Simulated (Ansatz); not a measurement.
Born–Oppenheimer molecular dynamics of a periodic cell of 16 atoms, Lu (surface Lu(0001)). It starts from a relaxed structure.

Theory: DFT LDA, scalar-relativistic, plane waves, PAW (Ansatz). Settings: cutoff 420 eV, k mesh 2x2x1, fermi-dirac smearing 0.15 eV, no spin polarisation.

```json
{
 "ensemble": "NVT, Nosé–Hoover chain",
 "time step": "4.5 fs",
 "steps asked": "70",
 "set temperature": "900 K",
 "thermostat": "time constant 200 fs, chain length 5",
 "atoms held": "1 to 4",
 "seed": "450968"
}
```

Frames 9 fs apart, positions in Å, forces in eV/Å.

Velocities at 0 fs (Å/ps):

```
Lu 0.00 0.00 0.00
Lu 0.00 0.00 0.00
Lu 0.00 0.00 0.00
Lu 0.00 0.00 0.00
Lu -2.35 0.88 3.31
Lu -0.80 -2.11 -0.95
Lu -2.46 -1.09 -2.23
Lu -1.33 -1.30 0.27
Lu 0.97 -0.48 -1.36
Lu 0.33 6.43 0.24
Lu -2.04 0.33 -1.23
Lu -0.49 -0.83 -0.76
Lu -3.54 1.38 2.55
Lu 0.60 -1.88 -1.01
Lu 1.68 -0.84 4.46
Lu -3.43 0.97 1.08
```

```xyz
16
Lattice="7.0200 0.0000 0.0000 3.5100 6.0795 0.0000 0.0000 0.0000 21.3450" Properties=species:S:1:pos:R:3:forces:R:3 time_fs=0 energy_less_start_eV=0.000 T=900
Lu 0.000 2.026 1.000 0.00 0.00 0.01
Lu 3.510 2.026 1.000 0.00 0.00 0.01
Lu 1.755 5.066 1.000 0.00 0.00 0.01
Lu 5.265 5.066 1.000 0.00 0.00 0.01
Lu 0.000 0.000 3.524 0.00 0.00 -0.03
Lu 3.510 0.000 3.524 0.00 0.00 -0.03
Lu 1.755 3.040 3.524 0.00 0.00 -0.03
Lu 5.265 3.040 3.524 0.00 0.00 -0.03
Lu 0.000 2.026 6.119 0.00 0.00 0.02
Lu 3.510 2.026 6.119 0.00 0.00 0.02
Lu 1.755 5.066 6.119 0.00 0.00 0.02
Lu 5.265 5.066 6.119 0.00 0.00 0.02
Lu 0.000 0.000 8.641 0.00 0.00 -0.01
Lu 3.510 0.000 8.641 0.00 0.00 -0.01
Lu 1.755 3.040 8.641 0.00 0.00 -0.01
Lu 5.265 3.040 8.641 0.00 0.00 -0.01
16
Lattice="7.0200 0.0000 0.0000 3.5100 6.0795 0.0000 0.0000 0.0000 21.3450" Properties=species:S:1:pos:R:3:forces:R:3 time_fs=9 energy_less_start_eV=0.025 T=884
Lu 0.000 2.026 1.000 -0.03 -0.02 0.02
Lu 3.510 2.026 1.000 -0.01 -0.02 -0.01
Lu 1.755 5.066 1.000 0.01 0.00 0.01
Lu 5.265 5.066 1.000 -0.03 0.00 0.05
Lu -0.021 0.008 3.553 0.04 -0.08 -0.21
Lu 3.503 -0.019 3.515 -0.02 0.09 0.03
Lu 1.733 3.030 3.504 0.06 0.04 0.04
Lu 5.253 3.028 3.526 0.02 0.04 -0.07
Lu 0.009 2.022 6.107 -0.05 0.08 0.20
Lu 3.513 2.084 6.121 -0.04 -0.22 0.01
Lu 1.737 5.069 6.108 0.05 -0.03 0.12
Lu 5.261 5.059 6.112 -0.02 0.06 0.10
Lu -0.032 0.012 8.664 0.06 -0.06 -0.11
Lu 3.515 -0.017 8.632 -0.05 0.08 -0.03
Lu 1.770 3.032 8.681 -0.08 0.04 -0.10
Lu 5.234 3.049 8.651 0.10 -0.01 -0.04
16
Lattice="7.0200 0.0000 0.0000 3.5100 6.0795 0.0000 0.0000 0.0000 21.3450" Properties=species:S:1:pos:R:3:forces:R:3 time_fs=18 energy_less_start_eV=0.093 T=840
Lu 0.000 2.026 1.000 -0.06 -0.03 0.02
Lu 3.510 2.026 1.000 -0.01 -0.04 -0.03
Lu 1.755 5.066 1.000 0.01 0.01 0.01
Lu 5.265 5.066 1.000 -0.06 0.00 0.07
Lu -0.042 0.015 3.582 0.08 -0.16 -0.39
Lu 3.495 -0.037 3.507 -0.04 0.17 0.09
Lu 1.711 3.020 3.484 0.13 0.07 0.11
Lu 5.241 3.017 3.528 0.03 0.07 -0.11
Lu 0.017 2.018 6.096 -0.10 0.16 0.36
Lu 3.516 2.141 6.123 -0.10 -0.43 -0.01
Lu 1.719 5.072 6.097 0.09 -0.06 0.20
Lu 5.256 5.052 6.106 -0.03 0.12 0.16
Lu -0.063 0.025 8.686 0.12 -0.12 -0.20
Lu 3.521 -0.033 8.623 -0.11 0.16 -0.05
Lu 1.785 3.025 8.721 -0.15 0.08 -0.18
Lu 5.204 3.057 8.660 0.20 -0.02 -0.06
16
Lattice="7.0200 0.0000 0.0000 3.5100 6.0795 0.0000 0.0000 0.0000 21.3450" Properties=species:S:1:pos:R:3:forces:R:3 time_fs=27 energy_less_start_eV=0.199 T=773
Lu 0.000 2.026 1.000 -0.10 -0.05 0.01
Lu 3.510 2.026 1.000 -0.02 -0.06 -0.05
Lu 1.755 5.066 1.000 0.02 0.02 0.01
Lu 5.265 5.066 1.000 -0.09 -0.01 0.10
Lu -0.063 0.022 3.609 0.12 -0.23 -0.57
Lu 3.488 -0.055 3.499 -0.06 0.25 0.13
Lu 1.690 3.011 3.464 0.19 0.11 0.19
Lu 5.229 3.005 3.530 0.05 0.10 -0.14
Lu 0.025 2.015 6.086 -0.15 0.24 0.49
Lu 3.518 2.196 6.125 -0.15 -0.64 -0.02
Lu 1.701 5.075 6.088 0.13 -0.07 0.28
Lu 5.252 5.045 6.100 -0.03 0.18 0.21
Lu -0.095 0.036 8.708 0.17 -0.17 -0.27
Lu 3.525 -0.049 8.613 -0.17 0.24 -0.06
Lu 1.799 3.018 8.760 -0.22 0.11 -0.25
Lu 5.174 3.066 8.669 0.30 -0.03 -0.07
16
Lattice="7.0200 0.0000 0.0000 3.5100 6.0795 0.0000 0.0000 0.0000 21.3450" Properties=species:S:1:pos:R:3:forces:R:3 time_fs=36 energy_less_start_eV=0.332 T=688
Lu 0.000 2.026 1.000 -0.13 -0.07 0.00
Lu 3.510 2.026 1.000 -0.03 -0.08 -0.07
Lu 1.755 5.066 1.000 0.03 0.02 0.01
Lu 5.265 5.066 1.000 -0.11 -0.01 0.11
Lu -0.083 0.028 3.633 0.16 -0.30 -0.72
Lu 3.480 -0.072 3.491 -0.07 0.32 0.17
Lu 1.669 3.002 3.446 0.25 0.14 0.28
Lu 5.218 2.994 3.530 0.07 0.13 -0.17
Lu 0.033 2.013 6.079 -0.20 0.31 0.61
Lu 3.520 2.248 6.128 -0.21 -0.82 -0.03
Lu 1.684 5.077 6.080 0.17 -0.08 0.33
Lu 5.247 5.039 6.096 -0.02 0.24 0.26
Lu -0.125 0.047 8.728 0.23 -0.21 -0.34
Lu 3.529 -0.064 8.604 -0.22 0.31 -0.06
Lu 1.812 3.011 8.797 -0.28 0.13 -0.31
Lu 5.146 3.074 8.678 0.39 -0.04 -0.08
16
Lattice="7.0200 0.0000 0.0000 3.5100 6.0795 0.0000 0.0000 0.0000 21.3450" Properties=species:S:1:pos:R:3:forces:R:3 time_fs=45 energy_less_start_eV=0.480 T=593
Lu 0.000 2.026 1.000 -0.17 -0.08 -0.02
Lu 3.510 2.026 1.000 -0.04 -0.10 -0.09
Lu 1.755 5.066 1.000 0.03 0.03 0.01
Lu 5.265 5.066 1.000 -0.13 -0.02 0.12
Lu -0.102 0.033 3.654 0.19 -0.36 -0.85
Lu 3.472 -0.087 3.485 -0.09 0.38 0.20
Lu 1.650 2.994 3.429 0.31 0.17 0.36
Lu 5.207 2.984 3.531 0.09 0.16 -0.19
Lu 0.039 2.012 6.074 -0.24 0.36 0.70
Lu 3.520 2.296 6.130 -0.27 -0.99 -0.04
Lu 1.667 5.079 6.073 0.19 -0.07 0.38
Lu 5.242 5.034 6.092 -0.01 0.30 0.28
Lu -0.154 0.057 8.747 0.28 -0.25 -0.39
Lu 3.532 -0.077 8.594 -0.28 0.37 -0.05
Lu 1.824 3.005 8.834 -0.34 0.15 -0.36
Lu 5.120 3.082 8.687 0.47 -0.04 -0.08
16
Lattice="7.0200 0.0000 0.0000 3.5100 6.0795 0.0000 0.0000 0.0000 21.3450" Properties=species:S:1:pos:R:3:forces:R:3 time_fs=54 energy_less_start_eV=0.633 T=496
Lu 0.000 2.026 1.000 -0.20 -0.10 -0.04
Lu 3.510 2.026 1.000 -0.04 -0.11 -0.11
Lu 1.755 5.066 1.000 0.03 0.04 0.01
Lu 5.265 5.066 1.000 -0.15 -0.02 0.12
Lu -0.121 0.035 3.672 0.22 -0.41 -0.95
Lu 3.464 -0.101 3.479 -0.10 0.42 0.22
Lu 1.632 2.987 3.413 0.36 0.20 0.45
Lu 5.196 2.975 3.530 0.10 0.18 -0.20
Lu 0.044 2.013 6.072 -0.27 0.40 0.76
Lu 3.520 2.341 6.131 -0.33 -1.14 -0.04
Lu 1.652 5.081 6.068 0.22 -0.07 0.41
Lu 5.237 5.031 6.090 0.01 0.35 0.30
Lu -0.182 0.066 8.764 0.32 -0.28 -0.43
Lu 3.534 -0.089 8.583 -0.33 0.42 -0.03
Lu 1.834 3.000 8.869 -0.39 0.16 -0.41
Lu 5.095 3.091 8.695 0.55 -0.05 -0.07
16
Lattice="7.0200 0.0000 0.0000 3.5100 6.0795 0.0000 0.0000 0.0000 21.3450" Properties=species:S:1:pos:R:3:forces:R:3 time_fs=63 energy_less_start_eV=0.779 T=405
Lu 0.000 2.026 1.000 -0.24 -0.12 -0.06
Lu 3.510 2.026 1.000 -0.05 -0.13 -0.12
Lu 1.755 5.066 1.000 0.03 0.04 0.01
Lu 5.265 5.066 1.000 -0.17 -0.03 0.12
Lu -0.138 0.036 3.685 0.26 -0.44 -1.01
Lu 3.455 -0.113 3.474 -0.10 0.46 0.24
Lu 1.616 2.980 3.399 0.41 0.22 0.53
Lu 5.186 2.966 3.528 0.12 0.21 -0.19
Lu 0.049 2.016 6.074 -0.30 0.43 0.79
Lu 3.518 2.380 6.133 -0.37 -1.27 -0.04
Lu 1.637 5.082 6.064 0.23 -0.06 0.42
Lu 5.232 5.029 6.089 0.02 0.39 0.30
Lu -0.209 0.073 8.779 0.37 -0.30 -0.46
Lu 3.534 -0.099 8.573 -0.38 0.47 -0.01
Lu 1.843 2.995 8.902 -0.44 0.17 -0.45
Lu 5.073 3.098 8.703 0.61 -0.05 -0.07
16
Lattice="7.0200 0.0000 0.0000 3.5100 6.0795 0.0000 0.0000 0.0000 21.3450" Properties=species:S:1:pos:R:3:forces:R:3 time_fs=72 energy_less_start_eV=0.907 T=325
Lu 0.000 2.026 1.000 -0.27 -0.13 -0.09
Lu 3.510 2.026 1.000 -0.06 -0.14 -0.14
Lu 1.755 5.066 1.000 0.03 0.05 0.01
Lu 5.265 5.066 1.000 -0.18 -0.04 0.12
Lu -0.155 0.035 3.694 0.29 -0.46 -1.04
Lu 3.445 -0.122 3.470 -0.10 0.49 0.26
Lu 1.601 2.975 3.388 0.44 0.23 0.60
Lu 5.176 2.958 3.526 0.14 0.22 -0.18
Lu 0.051 2.021 6.079 -0.32 0.43 0.80
Lu 3.514 2.413 6.134 -0.41 -1.37 -0.03
Lu 1.624 5.083 6.063 0.25 -0.04 0.42
Lu 5.227 5.029 6.089 0.03 0.43 0.29
Lu -0.234 0.080 8.793 0.41 -0.32 -0.47
Lu 3.533 -0.107 8.563 -0.42 0.51 0.02
Lu 1.849 2.992 8.933 -0.49 0.17 -0.49
Lu 5.054 3.106 8.711 0.67 -0.05 -0.07
16
Lattice="7.0200 0.0000 0.0000 3.5100 6.0795 0.0000 0.0000 0.0000 21.3450" Properties=species:S:1:pos:R:3:forces:R:3 time_fs=81 energy_less_start_eV=1.011 T=261
Lu 0.000 2.026 1.000 -0.29 -0.14 -0.11
Lu 3.510 2.026 1.000 -0.07 -0.15 -0.15
Lu 1.755 5.066 1.000 0.02 0.05 0.01
Lu 5.265 5.066 1.000 -0.20 -0.04 0.11
Lu -0.170 0.033 3.698 0.32 -0.45 -1.03
Lu 3.435 -0.130 3.468 -0.09 0.51 0.27
Lu 1.589 2.970 3.379 0.47 0.25 0.66
Lu 5.167 2.951 3.523 0.15 0.24 -0.15
Lu 0.053 2.027 6.088 -0.35 0.42 0.78
Lu 3.509 2.441 6.136 -0.43 -1.44 -0.02
Lu 1.611 5.084 6.063 0.27 -0.02 0.41
Lu 5.223 5.031 6.091 0.03 0.45 0.27
Lu -0.257 0.085 8.804 0.45 -0.34 -0.48
Lu 3.529 -0.112 8.552 -0.45 0.54 0.05
Lu 1.854 2.989 8.962 -0.52 0.18 -0.52
Lu 5.037 3.114 8.718 0.71 -0.05 -0.07
16
Lattice="7.0200 0.0000 0.0000 3.5100 6.0795 0.0000 0.0000 0.0000 21.3450" Properties=species:S:1:pos:R:3:forces:R:3 time_fs=90 energy_less_start_eV=1.084 T=217
Lu 0.000 2.026 1.000 -0.31 -0.16 -0.13
Lu 3.510 2.026 1.000 -0.08 -0.16 -0.16
Lu 1.755 5.066 1.000 0.01 0.05 0.00
Lu 5.265 5.066 1.000 -0.21 -0.05 0.10
Lu -0.184 0.028 3.697 0.34 -0.43 -0.99
Lu 3.425 -0.135 3.466 -0.08 0.52 0.28
Lu 1.578 2.967 3.373 0.48 0.25 0.71
Lu 5.158 2.946 3.519 0.17 0.26 -0.12
Lu 0.053 2.036 6.101 -0.37 0.40 0.74
Lu 3.501 2.462 6.137 -0.44 -1.48 -0.01
Lu 1.600 5.085 6.066 0.28 -0.01 0.38
Lu 5.218 5.035 6.094 0.02 0.46 0.25
Lu -0.279 0.088 8.813 0.48 -0.34 -0.48
Lu 3.524 -0.116 8.542 -0.47 0.56 0.08
Lu 1.856 2.986 8.989 -0.55 0.18 -0.55
Lu 5.024 3.121 8.725 0.73 -0.05 -0.08
16
Lattice="7.0200 0.0000 0.0000 3.5100 6.0795 0.0000 0.0000 0.0000 21.3450" Properties=species:S:1:pos:R:3:forces:R:3 time_fs=99 energy_less_start_eV=1.125 T=194
Lu 0.000 2.026 1.000 -0.32 -0.16 -0.15
Lu 3.510 2.026 1.000 -0.10 -0.16 -0.17
Lu 1.755 5.066 1.000 0.00 0.05 0.00
Lu 5.265 5.066 1.000 -0.22 -0.06 0.09
Lu -0.196 0.021 3.693 0.37 -0.39 -0.92
Lu 3.414 -0.138 3.466 -0.06 0.52 0.28
Lu 1.569 2.964 3.370 0.49 0.26 0.74
Lu 5.150 2.941 3.514 0.18 0.27 -0.08
Lu 0.051 2.046 6.117 -0.39 0.35 0.67
Lu 3.492 2.476 6.138 -0.42 -1.50 0.00
Lu 1.590 5.085 6.069 0.30 0.01 0.35
Lu 5.213 5.040 6.098 -0.01 0.45 0.21
Lu -0.298 0.090 8.820 0.52 -0.35 -0.48
Lu 3.516 -0.116 8.532 -0.49 0.58 0.12
Lu 1.856 2.985 9.014 -0.57 0.18 -0.58
Lu 5.014 3.128 8.732 0.74 -0.06 -0.09
```

Of the whole run (315 fs, mean temperature of the second half 610 K): The conserved energy stayed within 0.092 meV per atom of its start (net change 0.077 meV per atom), so the integration is sound. The mean temperature of the second half is 32 % below the set value. A run of 0.32 ps of so small a system gives no equilibrium averages. Limits of this set-up: coarse k mesh, thin slab, slab without dipole correction.

Run time: 19 min on 4 threads of Arm Neoverse V2, with other jobs on the host, peak memory 3.8 GiB.
